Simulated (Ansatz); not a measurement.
## Honeycomb InSb monolayer in a perpendicular field

What dipole does a perpendicular field induce in the honeycomb InSb monolayer, and does the gap follow? A positive field points along +c.

Calculated with Ansatz 0.2.0; plane-wave DFT, PBE-D3(BJ), Ansatz PAW (set soft_1); PAW set soft_1.

## (1) Set-up

The cell holds 2 atoms: 1 Sb and 1 In. Cell: a = 4.650 Å, b = 4.650 Å, c = 32.550 Å, α = 90.0°, β = 90.0°, γ = 120.0°. Vacuum lies along c.

## (2) Relaxing the slab

The starting cell is a guess, so the in-plane lattice and the atoms are relaxed first, with the slab cut off from its images along the normal.

Input file input.yaml:

```yaml
crystal:
  lattice:
    - [4.65, 0.0, 0.0]
    - [-2.325, 4.0270181276, 0.0]
    - [0.0, 0.0, 32.55]
  atoms:
    - { symbol: Sb, position: [0.6666666667, 0.3333333333, 0.4884792627] }
    - { symbol: In, position: [0.3333333333, 0.6666666667, 0.5115207373] }
  periodic: [true, true, false]
kpoints:
  mp_grid: { grid: [12, 12, 1] }
hamiltonian:
  xc: pbe
  dispersion: d3bj
  pseudopotentials: { kind: paw, azcp: { folder: soft_1 } }
scf:
  occupations: { method: fermi_dirac, width: 0.05 }
  convergence: { dr2_threshold: 1.0e-09 }
relax:
  f_tol: 0.004
  max_steps: 90
  cell: {}
output:
  write_potential: true
  write_density: true
  volumetric_format: npy
```

Command:

```bash
$ ansatz run input.yaml --threads 2 --pin off --max-ram 3072MiB --backend cpu --events-out ev --progress --plain --runs-dir out
```

Numbers of over 12 decimals in the logs are rounded to 6 here.

Log:

```text
Warning: relax.cell: scf.convergence.dr2_threshold = 1e-9 eV is looser than the 1.73066522503e-10 eV advised for a relaxation that steers and ends on the stress (1e-10 eV for each atom of the cell: 2, times the square of relax.cell.stress_2d_tol = 0.05 N/m over 10.7 Å (the atoms' height at the walk's start and 5 Å past either face), 4.651e-2 GPa, over a crystal's default 0.05). What an SCF threshold leaves in a stress goes as its square root, and in the free energy as the threshold itself, and one threshold admits the most on a small cell: [figures from the program's tests cut] Set scf.convergence.dr2_threshold to 1.73066522503e-10 eV or tighter. [rest of the remark cut]
Engine: ansatz 0.2.0, aarch64-unknown-linux-gnu
Pseudopotentials: kind: paw
Pseudopotential: Sb, paw, valence charge 15, recommended cutoff 420 eV (normal), soft_1/Sb.paw.azcp
Pseudopotential: In, paw, valence charge 13, recommended cutoff 420 eV (normal), soft_1/In.paw.azcp
Functional definition: PBE
  parameter kappa = 0.804
  parameter beta = 0.066725
  exchange = pbe_x(kappa = kappa, mu = beta*pi^2/3)
  correlation = pbe_c(beta = beta)
Crystal: 2 atoms, lattice volume = 609.519 Å³
Basis set: ecut = 420 eV, 11947 PW (Γ), exchange–correlation on 64×64×450 points (8 copies of the dense FFT grid, shifted against one another)
Bands: 18, of which v1, the nominal top of the filled ones, is band 14 counted from 1 (13 counted from 0)
Symmetry: 6 space group operations
Space group: P3m1 (ITA 156), of the structure as read, at distance tolerance 8.5e-5 Å
k-points: 19 of 144 (time reversal used)
Non-local potential: Sb, projectors of the file, l = 0: 2, l = 1: 2, l = 2: 2, l = 3: 1
Non-local potential: In, projectors of the file, l = 0: 2, l = 1: 2, l = 2: 2, l = 3: 1
PAW form: soft (Blöchl's): semilocal exchange-correlation on the pseudo side does not see the compensation charge
PAW one-centre angular grid: Sb, 590 points (default); XC on 64 Gauss nodes
PAW one-centre angular grid: In, 590 points (default); XC on 64 Gauss nodes
Initial density: superposition of atomic densities (neutral atoms: chi_scale 0, normalization atom)
Initial wavefunctions: pseudopotential atomic-orbital guess
Functional: x = pbe(κ = 0.804, μ = 0.219515), c = pbe(β = 0.066725)
SCF iter   1: F=—  HF=-12082.471785 eV  |F-HF|=—  |Δ(HF+E_count)|=         —  Δρ=7.85e-3  dr2=9.17e-1  ethr=3.10e-3  ⟨swp⟩=11.4  Hψ=2625  notcnv=0
preconditioner: auto → Resta (q_TF=auto, 1.633 Å⁻¹)  ε∞=1.2  [insulator: Δε(μ)=0.849 eV  Ē_g=13.054 eV  σ=0.050 eV  W_gap=1.00  n_scr=46 (ndim 8)  ℏωp=6.4 eV  f_vac=0.819  D(μ)=0.00/eV (n_scr^D=0)  ε∞_Penn≈1.2  vacuum switching on, ρ_ref=1.2e-2 e/Å³]
SCF iter   2: F=—  HF=-12082.374711 eV  |F-HF|=—  |Δ(HF+E_count)|=   9.71e-2  Δρ=4.80e-3  dr2=6.63e-1  ethr=3.10e-3  ⟨swp⟩=5.1  Hψ=884  notcnv=0
SCF iter   3: F=—  HF=-12082.287341 eV  |F-HF|=—  |Δ(HF+E_count)|=   8.74e-2  Δρ=2.89e-3  dr2=1.43e-1  ethr=2.37e-3  ⟨swp⟩=4.8  Hψ=1059  notcnv=0
SCF iter   4: F=—  HF=-12082.268630 eV  |F-HF|=—  |Δ(HF+E_count)|=   1.87e-2  Δρ=1.25e-3  dr2=1.74e-2  ethr=5.11e-4  ⟨swp⟩=4.1  Hψ=781  notcnv=0
SCF iter   5: F=—  HF=-12082.267063 eV  |F-HF|=—  |Δ(HF+E_count)|=   1.57e-3  Δρ=3.33e-4  dr2=4.64e-4  ethr=6.21e-5  ⟨swp⟩=3.5  Hψ=737  notcnv=0
SCF iter   6: F=—  HF=-12082.267185 eV  |F-HF|=—  |Δ(HF+E_count)|=   1.22e-4  Δρ=6.69e-5  dr2=3.28e-5  ethr=1.66e-6  ⟨swp⟩=2.9  Hψ=733  notcnv=0
SCF iter   7: F=—  HF=-12082.267196 eV  |F-HF|=—  |Δ(HF+E_count)|=   1.06e-5  Δρ=1.66e-5  dr2=1.95e-6  ethr=1.17e-7  ⟨swp⟩=3.2  Hψ=721  notcnv=0
SCF iter   8: F=—  HF=-12082.267213 eV  |F-HF|=—  |Δ(HF+E_count)|=   1.77e-5  Δρ=6.23e-6  dr2=2.82e-7  ethr=6.96e-9  ⟨swp⟩=3.0  Hψ=708  notcnv=0
SCF iter   9: F=—  HF=-12082.267213 eV  |F-HF|=—  |Δ(HF+E_count)|=   8.53e-9  Δρ=1.06e-6  dr2=9.06e-9  ethr=1.01e-9  ⟨swp⟩=3.6  Hψ=754  notcnv=0
SCF iter  10: F=-12082.267213 eV  HF=-12082.267213 eV  |F-HF|=1.07e-10  |Δ(HF+E_count)|=   2.87e-9  Δρ=2.80e-7  dr2=4.74e-10  ethr=3.57e-12  ⟨swp⟩=12.2  Hψ=2633  notcnv=0
SCF 1 converged in 10 iterations: F = -12082.267213 eV  dr2 = 4.74e-10
  greatest PAW one-centre occupation: 0.995 electrons in one spin orbital (limit 2), on the Sb atom at site 0 (counted from 0), in its partial waves of l = 2
relax step   1: F+E_penalty+E_count = -12082.26721345 eV  Δ(F+E_penalty+E_count) = +0.000e0 eV  max|allowed force component| = 5.183e-2 eV/Å  Δτ_max = 0.0000 Å  P = +0.021 N/m  Ω = 609.519 Å³  fix = [c, alpha, beta]  reactions: c +0.000 N/m  (10 SCF iters, accepted)
Crystal: 2 atoms, lattice volume = 608.536 Å³
Initial density: handed on by an earlier stage of this run
Initial wavefunctions: those handed on with the density
iter 1 solved again at ethr=2.60e-6 eV; its pass at ethr=3.10e-3 eV (dr2=7.27e-4 eV) is discarded
SCF iter   1: F=—  HF=-12082.267612 eV  |F-HF|=—  |Δ(HF+E_count)|=         —  Δρ=3.19e-4  dr2=6.87e-4  ethr=2.60e-6  ⟨swp⟩=4.1  Hψ=2655  notcnv=0
preconditioner: auto → Resta (q_TF=auto, 1.633 Å⁻¹)  ε∞=1.2  [insulator: Δε(μ)=0.779 eV  Ē_g=13.162 eV  σ=0.050 eV  W_gap=1.00  n_scr=46 (ndim 8)  ℏωp=6.4 eV  f_vac=0.831  D(μ)=0.00/eV (n_scr^D=0)  ε∞_Penn≈1.2  vacuum switching on, ρ_ref=1.3e-2 e/Å³]
SCF iter   2: F=—  HF=-12082.267391 eV  |F-HF|=—  |Δ(HF+E_count)|=   2.21e-4  Δρ=1.45e-4  dr2=9.97e-5  ethr=2.45e-6  ⟨swp⟩=2.0  Hψ=410  notcnv=0
SCF iter   3: F=—  HF=-12082.267372 eV  |F-HF|=—  |Δ(HF+E_count)|=   1.86e-5  Δρ=2.87e-5  dr2=1.16e-5  ethr=3.56e-7  ⟨swp⟩=2.0  Hψ=521  notcnv=0
SCF iter   4: F=—  HF=-12082.267373 eV  |F-HF|=—  |Δ(HF+E_count)|=   5.64e-7  Δρ=1.83e-5  dr2=1.23e-5  ethr=4.13e-8  ⟨swp⟩=3.8  Hψ=737  notcnv=0
SCF iter   5: F=—  HF=-12082.267374 eV  |F-HF|=—  |Δ(HF+E_count)|=   9.70e-7  Δρ=6.78e-6  dr2=4.75e-7  ethr=4.13e-8  ⟨swp⟩=2.0  Hψ=376  notcnv=0
SCF iter   6: F=—  HF=-12082.267381 eV  |F-HF|=—  |Δ(HF+E_count)|=   7.20e-6  Δρ=2.58e-6  dr2=3.47e-8  ethr=1.70e-9  ⟨swp⟩=2.7  Hψ=638  notcnv=0
SCF iter   7: F=—  HF=-12082.267381 eV  |F-HF|=—  |Δ(HF+E_count)|=   1.49e-9  Δρ=8.56e-7  dr2=3.46e-9  ethr=1.24e-10  ⟨swp⟩=2.7  Hψ=590  notcnv=0
SCF iter   8: F=-12082.267381 eV  HF=-12082.267381 eV  |F-HF|=2.36e-10  |Δ(HF+E_count)|=   2.58e-9  Δρ=2.43e-7  dr2=4.71e-10  ethr=3.57e-12  ⟨swp⟩=11.6  Hψ=2531  notcnv=0
SCF 2 converged in 8 iterations: F = -12082.267381 eV  dr2 = 4.71e-10
relax step   2: F+E_penalty+E_count = -12082.26738087 eV  Δ(F+E_penalty+E_count) = -1.674e-4 eV  max|allowed force component| = 4.826e-2 eV/Å  Δτ_max = 0.0224 Å  P = -0.066 N/m  Ω = 608.536 Å³  energy of the carried Pulay correction = +1.244e-5 eV  fix = [c, alpha, beta]  reactions: c +0.000 N/m  (8 SCF iters, accepted)
Crystal: 2 atoms, lattice volume = 608.680 Å³
iter 1 solved again at ethr=5.51e-7 eV; its pass at ethr=3.10e-3 eV (dr2=1.54e-4 eV) is discarded
SCF iter   1: F=—  HF=-12082.267892 eV  |F-HF|=—  |Δ(HF+E_count)|=         —  Δρ=1.48e-4  dr2=1.42e-4  ethr=5.51e-7  ⟨swp⟩=4.2  Hψ=2533  notcnv=0
preconditioner: auto → Resta (q_TF=auto, 1.633 Å⁻¹)  ε∞=1.2  [insulator: Δε(μ)=0.758 eV  Ē_g=13.161 eV  σ=0.050 eV  W_gap=1.00  n_scr=46 (ndim 8)  ℏωp=6.4 eV  f_vac=0.832  D(μ)=0.00/eV (n_scr^D=0)  ε∞_Penn≈1.2  vacuum switching on, ρ_ref=1.3e-2 e/Å³]
SCF iter   2: F=—  HF=-12082.267847 eV  |F-HF|=—  |Δ(HF+E_count)|=   4.46e-5  Δρ=6.68e-5  dr2=2.18e-5  ethr=5.06e-7  ⟨swp⟩=2.0  Hψ=415  notcnv=0
SCF iter   3: F=—  HF=-12082.267847 eV  |F-HF|=—  |Δ(HF+E_count)|=   1.50e-7  Δρ=1.78e-5  dr2=1.16e-5  ethr=7.80e-8  ⟨swp⟩=2.1  Hψ=513  notcnv=0
SCF iter   4: F=—  HF=-12082.267845 eV  |F-HF|=—  |Δ(HF+E_count)|=   2.55e-6  Δρ=1.08e-5  dr2=3.39e-6  ethr=4.13e-8  ⟨swp⟩=3.3  Hψ=563  notcnv=0
SCF iter   5: F=—  HF=-12082.267846 eV  |F-HF|=—  |Δ(HF+E_count)|=   8.13e-7  Δρ=4.49e-6  dr2=2.59e-7  ethr=1.21e-8  ⟨swp⟩=2.1  Hψ=410  notcnv=0
SCF iter   6: F=—  HF=-12082.267858 eV  |F-HF|=—  |Δ(HF+E_count)|=   1.19e-5  Δρ=1.32e-6  dr2=9.36e-9  ethr=9.24e-10  ⟨swp⟩=3.0  Hψ=728  notcnv=0
SCF iter   7: F=—  HF=-12082.267858 eV  |F-HF|=—  |Δ(HF+E_count)|=  3.35e-10  Δρ=6.82e-7  dr2=2.71e-9  ethr=3.34e-11  ⟨swp⟩=2.6  Hψ=542  notcnv=0
SCF iter   8: F=-12082.267858 eV  HF=-12082.267858 eV  |F-HF|=4.00e-11  |Δ(HF+E_count)|=  2.73e-11  Δρ=1.23e-7  dr2=1.12e-10  ethr=3.57e-12  ⟨swp⟩=10.4  Hψ=2294  notcnv=0
SCF 3 converged in 8 iterations: F = -12082.267858 eV  dr2 = 1.12e-10
relax step   3: F+E_penalty+E_count = -12082.26785755 eV  Δ(F+E_penalty+E_count) = -4.767e-4 eV  max|allowed force component| = 5.449e-4 eV/Å  Δτ_max = 0.0103 Å  P = -0.013 N/m  Ω = 608.680 Å³  energy of the carried Pulay correction = +1.062e-5 eV  fix = [c, alpha, beta]  reactions: c -0.000 N/m  (8 SCF iters, accepted)
Initial wavefunctions: pseudopotential atomic-orbital guess (no wavefunctions were taken with the density)
iter 1 solved again at ethr=6.92e-7 eV; its pass at ethr=3.10e-3 eV (dr2=1.94e-4 eV) is discarded
SCF iter   1: F=—  HF=-12082.267831 eV  |F-HF|=—  |Δ(HF+E_count)|=         —  Δρ=1.37e-6  dr2=6.87e-9  ethr=6.92e-7  ⟨swp⟩=5.1  Hψ=3891  notcnv=0
eigensolver tolerance schedule: the retry pair's looser diagonalisation over-reported the residual by 28186.52 of it (diagonalisation noise at an unbounded share of the residual, at the tolerance the schedule requests for it); recorded, not acted on — ethr = c·dr2/N_el stays at c = 1.0e-1
preconditioner: auto → Resta (q_TF=auto, 1.633 Å⁻¹)  ε∞=1.2  [insulator: Δε(μ)=0.760 eV  Ē_g=13.169 eV  σ=0.050 eV  W_gap=1.00  n_scr=46 (ndim 8)  ℏωp=6.4 eV  f_vac=0.832  D(μ)=0.00/eV (n_scr^D=0)  ε∞_Penn≈1.2  vacuum switching on, ρ_ref=1.3e-2 e/Å³]
SCF iter   2: F=—  HF=-12082.267847 eV  |F-HF|=—  |Δ(HF+E_count)|=   1.60e-5  Δρ=1.05e-6  dr2=7.20e-9  ethr=2.45e-11  ⟨swp⟩=6.3  Hψ=1372  notcnv=0
SCF iter   3: F=—  HF=-12082.267847 eV  |F-HF|=—  |Δ(HF+E_count)|=   2.17e-9  Δρ=5.91e-7  dr2=1.21e-9  ethr=2.45e-11  ⟨swp⟩=2.9  Hψ=612  notcnv=0
SCF iter   4: F=-12082.267847 eV  HF=-12082.267847 eV  |F-HF|=6.48e-10  |Δ(HF+E_count)|=  3.57e-10  Δρ=4.15e-7  dr2=7.43e-10  ethr=3.57e-12  ⟨swp⟩=16.9  Hψ=2901  notcnv=0
SCF 4 converged in 4 iterations: F = -12082.267847 eV  dr2 = 7.43e-10
relax step   4: F+E_penalty+E_count = -12082.26784667 eV  Δ(F+E_penalty+E_count) = +1.088e-5 eV  max|allowed force component| = 5.473e-4 eV/Å  Δτ_max = 0.0000 Å  P = -0.013 N/m  Ω = 608.680 Å³  fix = [c, alpha, beta]  reactions: c -0.000 N/m  stress off target by 1.30e-2 N/m on what of the cell is left free  SCF on the basis re-selected at this cell (its energy is not comparable with the rows above)  (4 SCF iters)
basis re-selected at this cell: Δ(F+E_penalty+E_count) = +1.088e-5 eV, ΔP = -0.000 N/m vs the last step (what re-selecting the basis moved, of the pressure what is left beyond the Pulay correction that the steps carried, after the strain that the cell walked since its last selection, with what the two solves' SCF thresholds leave and, on support functions, any second-order correction that the steps lacked; it is no m [...]
SCF converged after 4 iterations
Free energy (F): -12082.267847 eV
Harris-Foulkes:  -12082.267847 eV  (|F-HF|=6.48e-10)
Internal energy: -12082.267835 eV  (E = F + TS)
E sigma→0 (E₀):  -12082.267841 eV
Entropy (-TS):   -0.000012 eV (-0.006 meV/atom)
Fermi energy:    -4.360691 eV
--- Per-component energies (eV) ---
  E_band       = -583.769706
  E_kinetic    = 379.294170
  E_local      = -30989.723202  (includes V_loc(G=0)·N_el)
  E_nonlocal   = 717.087575
  E_hartree    = 15061.122335
  E_xc         = -240.268569
  E_vxc        = -177.937978  (∫ρ·V_xc dr)
  E_paw        = -8753.037541  (= ΣΔE_a)
  E_vpaw       = -634.734290  (= ΣTr[D̂ρ^β])
  E_aug_tail   = 0.000275  (compensation charges beyond the density's cutoff)
  E_ewald      = 11743.539408
  E_disp       = -0.282286  (pairwise vdW)
  E_smearing   = -0.000012  (= −TS)
  E_closure    = -0.000000  (closes the sum)
  Σ components = -12082.267847   (vs F -12082.267847, Δ=0.00e0)
--- Forces (eV/Å), atoms counted from 1 ---
  atom   1  Sb     0.00000000     0.00000000    -0.00054436
  atom   2  In     0.00000000    -0.00000000     0.00055025
  max |Σ_I F_I| component: 5.89e-6 eV/Å
--- 2D stress c σ (N/m, compression-positive) ---
       -0.013002      -0.000000       0.000000
       -0.000000      -0.013002       0.000000
        0.000000       0.000000      -0.000000
  P = ½ c Tr σ = -0.0130 N/m
--- Band table (eV; the first three rows and the last of 19) ---
  k-point 0: bands = [... 10 lower, -14.0733, -7.0884, -4.7709, -4.7709, -4.0111, -1.9431, -0.6439, -0.6439]
  k-point 1: bands = [... 10 lower, -14.0219, -7.1637, -5.3616, -4.8807, -3.3934, -1.8996, -0.7598, -0.4391]
  k-point 2: bands = [... 10 lower, -13.8718, -7.5324, -5.8513, -5.1439, -2.8516, -1.8434, -0.7044, -0.0726]
  k-point 18: bands = [... 10 lower, -12.7767, -9.8341, -7.1415, -4.8539, -3.4739, -0.2729, 0.4450, 0.9350]
  the weakly bound empty levels are not read free of the cell's end (no_gap_told)
--- Relaxed structure (3 steps of the walk, 3 accepted, 1 SCFs on fresh bases) ---
  F+E_penalty+E_count = -12082.26784667 eV   max|allowed force component| = 5.473e-4 eV/Å   (the final SCF, on the basis selected at the relaxed cell)
  cell:  # Å, volume = 608.6796 Å³
    - [4.646796, 0.0, 0]
    - [-2.323398, 4.024243, 0]
    - [0, 0, 32.55]
  atoms:
    - { symbol: Sb, position: [0.666667, 0.333333, 0.488107] }
    - { symbol: In, position: [0.333333, 0.666667, 0.511893] }
```

Wall time 46 s (2 threads of Arm Neoverse V1, shared host); peak memory 0.72 GiB; 91 s of CPU time.

Step by step:

| step | energy less that of the first step (eV) | largest force component (eV/Å) | volume (Å³) |
| --- | --- | --- | --- |
| 1 | 0.0000 | 0.0518 | 609.52 |
| 2 | -0.0002 | 0.0483 | 608.54 |
| 3 | -0.0006 | 0.0005 | 608.68 |
| 4* | -0.0006 | 0.0005 | 608.68 |

Relaxation steps marked * repeat the geometry before them on a plane-wave basis chosen anew for their cell, so energy and pressure can jump there.

The run keeps the 6 symmetry operations that it works with, so distortions that break them were not tested.

| cell as run | before | after | change |
| --- | --- | --- | --- |
| a (Å) | 4.650 | 4.647 | -0.1 % |
| b (Å) | 4.650 | 4.647 | -0.1 % |

The atoms that moved most (Å, along periodic axes as changes of fractional coordinates times the final cell, across vacuum about the mean position):

| atom | dx | dy | dz | length |
| --- | --- | --- | --- | --- |
| Sb1 | 0.000 | 0.000 | -0.012 | 0.012 |
| In2 | 0.000 | 0.000 | 0.012 | 0.012 |

Final coordinates:

```
Sb In
1.0
     4.64680    0.00000    0.00000
    -2.32340    4.02424    0.00000
     0.00000    0.00000   32.55000
Sb In
1 1
Direct
  0.66667 0.33333 0.48811
  0.33333 0.66667 0.51189
```

The lattice constant a goes from 4.650 to 4.647 Å.

(Part 1 of 2 ends here.)

[Logs are printed without paths, hosts, clocks, repeated set-up lines and the standing remarks that a program may print on its own settings, such as how far it seeks lower states.]

[Hosts, paths, dates, database ids (printed as entryN), source tags and the programs' standing remarks are cut or masked in the printed files.]

[Maps of the electrostatic potential energy from Ansatz leave out the sawtooth potential of an applied field or a dipole correction, so their vacuum need not be flat; planar profiles and work functions include it.]
